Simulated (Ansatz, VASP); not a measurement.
One calculation of ZnO, two programs

```
CELL_PARAMETERS angstrom
3.27985 0.00000 0.00000
-1.63992 2.84043 0.00000
0.00000 0.00000 5.29328
ATOMIC_POSITIONS crystal
Zn 0.33333 0.66667 0.99792
Zn 0.66667 0.33333 0.49792
O 0.33333 0.66667 0.37708
O 0.66667 0.33333 0.87708
```

Alike in both runs: functional PBE; k mesh 9 × 9 × 6; occupations gaussian, width 0.02 eV; no spin polarisation.

Ansatz relaxed the structure, and its values are those at the end. VASP's run is a single point on that final structure, the one shown.

|  | VASP | Ansatz |
| --- | --- | --- |
| version | VASP 6.6.1 | Ansatz 0.2.0 |
| potentials or method | VASP PAW PBE potentials, release 64 (Zn, O) | scalar-relativistic, plane waves, PAW |
| plane-wave cutoff (eV) | 520 | 420 |
| valence electrons in the cell | 36 | 36 |

|  | VASP | Ansatz | Ansatz less VASP |
| --- | --- | --- | --- |
| gap on the k mesh at the Fermi level (eV) | 0.73 | 0.74 | +0.016 |
| least direct gap on the mesh (eV) | 0.73 | 0.74 | +0.016 |
| pressure (GPa) | 0.9 | 0.0 | -0.89 |

The functional is the same, so the differences come from potentials, cutoffs and numerics.
